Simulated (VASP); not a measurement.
# CuAu (P4/mmm) in VASP: notebook

Aim: see how the results for CuAu move with the level of theory and the settings. Levels: RPBE, PBEsol+D4, r2SCAN. Tasks: single point, relaxation of the atoms.

Program: VASP 6.6.1. These are calculated values, not measurements. Logs are shortened: lines on timing, memory, paths and dates and some standing lists are left out, and cuts for length are marked.

## Step 1: The structure

Symmetry: P4/mmm, No. 123, tetragonal system. Conventional cell: a = 2.811 Å, b = 2.811 Å, c = 3.685 Å, α = 90.00°, β = 90.00°, γ = 90.00°. Au (site symmetry 4/mmm) is surrounded by 8 Cu at 2.71 Å and 4 Au at 2.81 Å. Around Cu (site symmetry 4/mmm) lie 8 Au at 2.71 Å and 4 Cu at 2.81 Å.

## Step 2: Single point, RPBE

The input, INCAR:

```
SYSTEM = CuAu
PREC     = Accurate       ! precision mode
ENCUT    = 520            ! plane-wave cutoff, eV
EDIFF    = 1E-6           ! SCF threshold, eV
ISMEAR   = 0              ! smearing method
SIGMA    = 0.05           ! smearing width, eV
LREAL    = .False.        ! projectors in reciprocal space
LASPH    = .True.         ! aspherical terms in the spheres
NELM     = 80             ! most SCF steps
ALGO     = Normal         ! electronic algorithm
ISIF     = 2              ! what is computed and relaxed
LWAVE    = .False.        ! write WAVECAR
LCHARG   = .True.         ! write CHGCAR
GGA      = RP             ! functional
LELF     = .True.         ! ELF
LVHAR    = .True.
```

The input, CuAu.cif:

```cif
data_CuAu
_cell_length_a 2.81074946
_cell_length_b 2.81074946
_cell_length_c 3.68500000
_cell_angle_alpha 90.00000000
_cell_angle_beta 90.00000000
_cell_angle_gamma 90.00000000
_space_group_name_H-M_alt 'P4/mmm'
_space_group_name_Hall '-P 4 2'
_space_group_IT_number 123
loop_
_space_group_symop_operation_xyz
'x,y,z'
'-x,-y,-z'
'-y,x,z'
'y,-x,-z'
'-x,-y,z'
'x,y,-z'
'y,-x,z'
'-y,x,-z'
'x,-y,-z'
'-x,y,z'
'-y,-x,-z'
'y,x,z'
'-x,y,-z'
'x,-y,z'
'y,x,-z'
'-y,-x,z'
loop_
_atom_site_label
_atom_site_type_symbol
_atom_site_symmetry_multiplicity
_atom_site_Wyckoff_symbol
_atom_site_fract_x
_atom_site_fract_y
_atom_site_fract_z
_atom_site_occupancy
Au1 Au 1 a 0.0000000000 0.0000000000 0.0000000000 1
Cu1 Cu 1 d 0.5000000000 0.5000000000 0.5000000000 1
```

The input, KPOINTS:

```
regular mesh
0
Gamma
  9 9 7
  0 0 0
```

The input, POSCAR:

```
Au Cu
 1.0000000000000000
     2.8107494599999998    0.0000000000000000    0.0000000000000000
     0.0000000000000000    2.8107494599999998    0.0000000000000000
     0.0000000000000000    0.0000000000000000    3.6850000000000001
 Au  Cu 
   1   1
Cartesian
  0.0000000000000000  0.0000000000000000  0.0000000000000000
  1.4053747299999999  1.4053747299999999  1.8425000000000000
```

Potentials or basis: VASP PAW PBE potentials, release 64 (Au, Cu_pv).

Run with:

```
$ ase convert -i cif -o vasp CuAu.cif POSCAR
$ cat potpaw_PBE.64/Au/POTCAR potpaw_PBE.64/Cu_pv/POTCAR > POTCAR
$ mpirun -np 1 vasp_std > vasp.out
```

OUTCAR:

```text
SYSTEM = CuAu
   PREC = Accurate
   ENCUT = 520
   EDIFF = 1E-6
   ISMEAR = 0
   LREAL = .False.
   LASPH = .True.
   NELM = 80
   ISIF = 2
   GGA = RP

 ion  position               nearest neighbor table
   1  0.000  0.000  0.000-   2 2.71   2 2.71   2 2.71   2 2.71   2 2.71   2 2.71   2 2.71   2 2.71

   2  0.500  0.500  0.500-   1 2.71   1 2.71   1 2.71   1 2.71   1 2.71   1 2.71   1 2.71   1 2.71

  LATTYP: Found a simple tetragonal cell.
 ALAT       =     2.8107494600
 C/A-ratio  =     1.3110382311

  Lattice vectors:

 A1 = (   2.8107494600,   0.0000000000,   0.0000000000)
 A2 = (   0.0000000000,   2.8107494600,   0.0000000000)
 A3 = (   0.0000000000,   0.0000000000,   3.6850000000)

Analysis of symmetry for initial positions (statically):
=====================================================================
 Subroutine PRICEL returns:
 Original cell was already a primitive cell.

 Routine SETGRP: Setting up the symmetry group for a
 simple tetragonal supercell.

 Subroutine GETGRP returns: Found 16 space group operations
 (whereof 16 operations were pure point group operations)
 out of a pool of 16 trial point group operations.

The static configuration has the point symmetry D_4h.

Analysis of symmetry for dynamics (positions and initial velocities):
=====================================================================
 Subroutine PRICEL returns:
 Original cell was already a primitive cell.

 Routine SETGRP: Setting up the symmetry group for a
 simple tetragonal supercell.

 Subroutine GETGRP returns: Found 16 space group operations
 (whereof 16 operations were pure point group operations)
 out of a pool of 16 trial point group operations.

The dynamic configuration has the point symmetry D_4h.

 Subroutine INISYM returns: Found 16 space group operations
 (whereof 16 operations are pure point group operations),
 and found     1 'primitive' translations

----------------------------------------------------------------------------------------

                                     Primitive cell

  volume of cell :      29.1127

  direct lattice vectors                    reciprocal lattice vectors
     2.810749460  0.000000000  0.000000000     0.355776996  0.000000000  0.000000000
     0.000000000  2.810749460  0.000000000     0.000000000  0.355776996  0.000000000
     0.000000000  0.000000000  3.685000000     0.000000000  0.000000000  0.271370421

  length of vectors
     2.810749460  2.810749460  3.685000000     0.355776996  0.355776996  0.271370421

  position of ions in fractional coordinates (direct lattice)
     0.000000000  0.000000000  0.000000000
     0.500000000  0.500000000  0.500000000

  ion indices of the primitive-cell ions
   primitive index   ion index
                 1           1
                 2           2

----------------------------------------------------------------------------------------

 KPOINTS: regular mesh

Automatic generation of k-mesh.
 Grid dimensions read from file:
 generate k-points for:    9    9    7

 Generating k-lattice:

  Cartesian coordinates                     Fractional coordinates (reciprocal lattice)
     0.039530777  0.000000000  0.000000000     0.111111111  0.000000000  0.000000000
     0.000000000  0.039530777  0.000000000     0.000000000  0.111111111  0.000000000
     0.000000000  0.000000000  0.038767203     0.000000000  0.000000000  0.142857143

  Length of vectors
     0.039530777  0.039530777  0.038767203

  Shift w.r.t. Gamma in fractional coordinates (k-lattice)
     0.000000000  0.000000000  0.000000000

 Subroutine IBZKPT returns following result:
 ===========================================

 Found     60 irreducible k-points:

 Following reciprocal coordinates:
            Coordinates               Weight
  0.000000  0.000000  0.000000      1.000000
  0.111111  0.000000  0.000000      4.000000
  0.222222  0.000000  0.000000      4.000000
  0.333333  0.000000  0.000000      4.000000
  0.444444  0.000000  0.000000      4.000000
  0.111111  0.111111  0.000000      4.000000
[... 16 lines left out ...]
[... 49 lines left out ...]
      1     -61.1355      2.00000
      2     -61.1350      2.00000
      3     -61.1274      2.00000
      4      -0.1087      2.00000
      5       2.3611      2.00000
      6       2.8712      2.00000
[... 10 lines left out ...]
     17      17.1218      0.00000
     18      20.4596      0.00000

 k-point     4 :       0.3333    0.0000    0.0000
  band No.  band energies     occupation
      1     -61.1409      2.00000
      2     -61.1349      2.00000
      3     -61.1265      2.00000
      4       0.9479      2.00000
      5       2.7167      2.00000
      6       3.3754      2.00000
[... 10 lines left out ...]
     17      17.3205      0.00000
     18      21.8823      0.00000

 k-point     5 :       0.4444    0.0000    0.0000
  band No.  band energies     occupation
      1     -61.1452      2.00000
      2     -61.1346      2.00000
      3     -61.1261      2.00000
      4       1.7620      2.00000
      5       3.0665      2.00000
      6       3.1185      2.00000
[... 10 lines left out ...]
     17      17.8435      0.00000
     18      20.2558      0.00000

 k-point     6 :       0.1111    0.1111    0.0000
  band No.  band energies     occupation
      1     -61.1356      2.00000
      2     -61.1297      2.00000
      3     -61.1296      2.00000
      4      -0.6121      2.00000
      5       2.2886      2.00000
      6       2.4005      2.00000
[... 307 lines left out ...]
 k-point    21 :       0.1111    0.1111    0.1429
  band No.  band energies     occupation
      1     -61.1358      2.00000
      2     -61.1298      2.00000
      3     -61.1296      2.00000
      4      -0.3720      2.00000
      5       2.3284      2.00000
      6       2.4830      2.00000
[... 10 lines left out ...]
     17      17.6664      0.00000
     18      19.1980      0.00000

 k-point    22 :       0.2222    0.1111    0.1429
  band No.  band energies     occupation
      1     -61.1353      2.00000
      2     -61.1348      2.00000
      3     -61.1293      2.00000
      4       0.3866      2.00000
      5       2.6083      2.00000
      6       3.0132      2.00000
[... 10 lines left out ...]
     17      18.3500      0.00000
     18      19.5960      0.00000

 k-point    23 :       0.3333    0.1111    0.1429
  band No.  band energies     occupation
      1     -61.1408      2.00000
      2     -61.1349      2.00000
      3     -61.1289      2.00000
      4       1.3518      2.00000
      5       2.8163      2.00000
      6       3.3234      2.00000
[... 10 lines left out ...]
     17      19.5974      0.00000
     18      19.6647      0.00000

 k-point    24 :       0.4444    0.1111    0.1429
  band No.  band energies     occupation
      1     -61.1450      2.00000
      2     -61.1347      2.00000
      3     -61.1287      2.00000
      4       2.1169      2.00000
      5       2.6421      2.00000
      6       3.3701      2.00000
[... 10 lines left out ...]
     17      17.3278      0.00000
     18      21.2238      0.00000

 [... further k-points ...]

------------------------ aborting loop because EDIFF is reached ----------------------------------------

  FORCE on cell =-STRESS in cart. coord.  units (eV):
  Direction    XX          YY          ZZ          XY          YZ          ZX
  --------------------------------------------------------------------------------------
  -------------------------------------------------------------------------------------
  Total        1.4311026      1.4311026      1.3162828      0.0000000      0.0000000      0.0000000
  in kB       78.7588881     78.7588881     72.4399280      0.0000000      0.0000000      0.0000000
  external PRESSURE =      76.6525681 kB  Pullay stress =       0.0000000 kB

 VOLUME and BASIS-vectors are now :
 -----------------------------------------------------------------------------
  energy-cutoff  :      520.00
  volume of cell :       29.11
      direct lattice vectors                 reciprocal lattice vectors
     2.810749460  0.000000000  0.000000000     0.355776996  0.000000000  0.000000000
     0.000000000  2.810749460  0.000000000     0.000000000  0.355776996  0.000000000
     0.000000000  0.000000000  3.685000000     0.000000000  0.000000000  0.271370421

 POSITION                                       TOTAL-FORCE (eV/Angst)
 -----------------------------------------------------------------------------------
      0.00000      0.00000      0.00000         0.000000      0.000000      0.000000
      1.40537      1.40537      1.84250         0.000000      0.000000      0.000000
 -----------------------------------------------------------------------------------
    total drift:                                0.000000      0.000000     -0.000000

  FREE ENERGIE OF THE ION-ELECTRON SYSTEM (eV)
  ---------------------------------------------------
  free  energy   TOTEN  =        -5.9756783985 eV

  energy  without entropy=       -5.9749092608  energy(sigma->0) =       -5.97529383
```

Wall time 56 s (1 thread of AMD EPYC, shared host); peak memory 0.13 GiB.

Results:

```
Free energy            : -5.9757 eV
Pressure               : 7.7 GPa
Band gap on the k mesh : none (metal or under the smearing width)
```

Caveat: the PAW data sets were made with another functional, which shifts forces and pressure a little. The run has no spin-orbit coupling, so splittings on Au are missing.

## Step 3: Single point, PBEsol+D4

The input, run.py:

```python
from ase.calculators.vasp import Vasp
from ase.dft.bandgap import bandgap
from ase.io import read

atoms = read('CuAu.cif', primitive_cell=True, subtrans_included=False)
calc = Vasp(
    directory='calc',
    xc='pbesol',
    pp='PBE',
    setups='recommended',
    pp_version='54',
    prec='Accurate',
    encut=520,
    ediff=1e-07,
    ismear=-5,
    sigma=0.5,
    lreal=False,
    lasph=True,
    nelm=80,
    algo='Fast',
    isif=2,
    lwave=False,
    lcharg=False,
    ivdw=13,
    isym=1,
    kpts=[9, 9, 7],
    gamma=True,
)
atoms.calc = calc

print('energy (eV):', atoms.get_potential_energy())
print('free energy (eV):', atoms.get_potential_energy(force_consistent=True))
print('forces (eV/A):')
print(atoms.get_forces())
print('stress (eV/A^3, Voigt):', atoms.get_stress())
print('Fermi level (eV):', calc.get_fermi_level())
gap, top, bottom = bandgap(calc)
print('band gap (eV):', gap, 'from (spin, k, band)', top, 'to', bottom)
```

CuAu.cif is that of step 2.

Potentials or basis: VASP PAW PBE potentials, release 54 (Au, Cu).

Run with:

```
$ python run.py
```

Run time: 94 s. Hardware: 1 thread of AMD EPYC, shared host; peak memory 0.13 GiB.

The run converged. Its results:

| Property | Result |
| --- | --- |
| Free energy | -9.0500 eV |
| Pressure | -7.1 GPa |
| Band gap on the k mesh | none (metal or under the smearing width) |
| Dispersion energy per atom | -0.345 eV |

Stress tensor (GPa, compression positive):
```
-7.00  0.00  0.00
 0.00 -7.00  0.00
 0.00  0.00 -7.41
```

Levels at points of the mesh, in eV from the Fermi level:
| k point | band 8 | band 9 | band 10 | band 11 | band 12 | band 13 | band 14 | band 15 |
| --- | --- | --- | --- | --- | --- | --- | --- | --- |
| (0.00, 0.00, 0.00) | -2.21 | -1.76 | -1.55 | -1.55 | 1.96 | 7.91 | 9.89 | 9.89 |

Caveat: the PAW data sets were made with another functional, which shifts forces and pressure a little; pairwise dispersion overbinds metals, which lowers pressure and volume. Spin-orbit coupling is left out, which matters for the levels of Au.

## Step 4: Relaxation of the atoms, RPBE (atoms moved at random, drawn with an rms of 0.1 Å)

The input, INCAR:

```
PREC     = Accurate       # precision mode
ENCUT    = 520            # plane-wave cutoff, eV
EDIFF    = 1E-7           # SCF threshold, eV
ISMEAR   = 1              # smearing method
SIGMA    = 0.2            # smearing width, eV
LREAL    = False          # projectors in reciprocal space
LASPH    = True           # aspherical terms in the spheres
NELM     = 100            # most SCF steps
ALGO     = Fast           # electronic algorithm
ISIF     = 2              # what is computed and relaxed
LWAVE    = False          # write WAVECAR
LCHARG   = False          # write CHGCAR
GGA      = RP             # functional
IBRION   = 2              # ionic algorithm
NSW      = 40             # ionic steps
EDIFFG   = -0.005         # ionic threshold
```

The input, KPOINTS:

```
regular mesh
0
Gamma
  9 9 7
```

The input, POSCAR:

```
CuAu
1.0
    2.8107494552      0.0000000000      0.0000000000
    0.0000000000      2.8107494552      0.0000000000
    0.0000000000      0.0000000000      3.6850000000
Au Cu
1 1
Selective dynamics
Direct
    0.0017510000      0.0067730000     -0.0336820000  F F F
    0.5185810000      0.5150760000      0.4881900000  T T T
```

Potentials or basis: VASP PAW PBE potentials, release 64 (Au, Cu).

Run with:

```
$ cat potpaw_PBE.64/Au/POTCAR potpaw_PBE.64/Cu/POTCAR > POTCAR
$ mpirun -np 1 vasp_std > vasp.out
```

It took 20 min on 1 thread of AMD EPYC, shared host; peak memory 0.23 GiB.

The run converged. Its results:

* Free energy: -5.9750 eV
* Energy gained by relaxing: 14.8 meV/atom
* Ionic steps: 7
* Pressure after relaxing: 8.9 GPa
* Band gap on the k mesh: none (metal or under the smearing width)

Stress tensor (GPa, compression positive):
```
9.16 0.00 0.00
0.00 9.16 0.00
0.00 0.00 8.44
```

The path:
```tsv
step	energy change (eV)	largest force (eV/Å)	pressure (GPa)
1	0.0000	0.6397	9.76
2	-0.0163	0.4160	9.20
3	-0.0284	0.0936	8.90
4	-0.0284	0.0950	8.90
5	-0.0289	0.0695	8.88
6	-0.0295	0.0151	8.84
7	-0.0295	0.0014	8.92
```

Final structure:
```
CELL_PARAMETERS angstrom
2.81075 0.00000 0.00000
0.00000 2.81075 0.00000
0.00000 0.00000 3.68500
ATOMIC_POSITIONS crystal
Au 0.00175 0.00677 0.96632
Cu 0.50175 0.50677 0.46635
```

Levels at points of the mesh, in eV from the Fermi level:
| k point | band 9 | band 10 | band 11 | band 12 | band 13 | band 14 |
| --- | --- | --- | --- | --- | --- | --- |
| (0.00, 0.00, 0.00) | -1.66 | -1.44 | -1.44 | 2.16 | 8.09 | 10.10 |

Caveat: the PAW data sets were made with another functional, which shifts forces and pressure a little.

## Step 5: Single point, r2SCAN

The input, run.py:

```python
from ase.calculators.vasp import Vasp
from ase.dft.bandgap import bandgap
from ase.spacegroup import crystal

atoms = crystal(
    ['Au', 'Cu'],
    basis=[[0.0, 0.0, 0.0], [0.5, 0.5, 0.5]],
    spacegroup=123,
    setting=1,
    cellpar=[2.81074946, 2.81074946, 3.685, 90.0, 90.0, 90.0],
    primitive_cell=True,
)
calc = Vasp(
    directory='calc',
    xc='r2scan',
    pp='PBE',
    setups='recommended',
    prec='Accurate',
    encut=520,
    ediff=1e-07,
    ismear=1,
    sigma=0.2,
    lreal=False,
    lasph=True,
    nelm=100,
    algo='Normal',
    isif=2,
    lwave=False,
    lcharg=True,
    lmixtau=True,
    lelf=True,
    lvhar=True,
    kpts=[9, 9, 7],
    gamma=True,
)
atoms.calc = calc

print('energy (eV):', atoms.get_potential_energy())
print('free energy (eV):', atoms.get_potential_energy(force_consistent=True))
print('forces (eV/A):')
print(atoms.get_forces())
print('stress (eV/A^3, Voigt):', atoms.get_stress())
print('Fermi level (eV):', calc.get_fermi_level())
gap, top, bottom = bandgap(calc)
print('band gap (eV):', gap, 'from (spin, k, band)', top, 'to', bottom)
```

Run with:

```
$ python run.py
```

It took 4.2 min on 1 thread of AMD EPYC, shared host; peak memory 0.14 GiB.

Results (log left out):

```yaml
Free_energy: -61.5570 eV
Pressure: 0.1 GPa
Band_gap_on_the_k_mesh: none (metal or under the smearing width)
```

Stress tensor (GPa, compression positive):
```
 0.35  0.00  0.00
 0.00  0.35  0.00
 0.00  0.00 -0.41
```

Levels at points of the mesh, in eV from the Fermi level:
```tsv
k point	band 8	band 9	band 10	band 11	band 12	band 13	band 14	band 15
(0.00, 0.00, 0.00)	-2.25	-1.79	-1.55	-1.55	2.28	8.47	10.58	10.58
```

Caveat: the PAW data sets were made with another functional, which shifts forces and pressure a little.

## Step 6: The reference run

An earlier run on the cell as given: functional PBEsol; potentials or basis VASP PAW PBE potentials, release 64 (Au, Cu); cutoff 520 eV; k mesh 9 × 9 × 7; occupations fermi-dirac, width 0.05 eV; no spin polarisation.

* Pressure: -3.9 GPa
* Band gap on the k mesh: none (metal or under the smearing width)

## Step 7: Summary

| task | level | potentials or basis | cell | smearing | atoms held fixed (from 0) | ladder | other keys | gap on the mesh (eV) | pressure (GPa) |
| --- | --- | --- | --- | --- | --- | --- | --- | --- | --- |
| single point | RPBE | VASP PAW PBE potentials, release 64 (Au, Cu_pv) | as given | gaussian 0.05 eV | - | - | - | none | 7.7 |
| single point | PBEsol+D4 | VASP PAW PBE potentials, release 54 (Au, Cu) | as given | tetrahedron | - | - | ISYM = 1; ISMEAR = -5; SIGMA = 0.5 | none | -7.1 |
| relaxation of the atoms | RPBE | VASP PAW PBE potentials, release 64 (Au, Cu) | atoms relaxed from: atoms moved at random, drawn with an rms of 0.1 Å | methfessel-paxton 0.2 eV | [0] | - | - | none | 8.9 |
| single point | r2SCAN | VASP PAW PBE potentials, release 64 (Au, Cu) | as given | methfessel-paxton 0.2 eV | - | - | - | none | 0.1 |
| single point | PBEsol | VASP PAW PBE potentials, release 64 (Au, Cu) | as given | fermi-dirac 0.05 eV | - | free | - | none | -3.9 |

Alike in all rows: no spin polarisation; k mesh 9 × 9 × 7; cutoff (eV) 520.

Caveats: the PAW data sets were made with another functional, which shifts forces and pressure a little; pairwise dispersion overbinds metals, which lowers pressure and volume (some runs).

Total energies depend on the potentials used, so only differences within one code and one set of settings carry meaning.
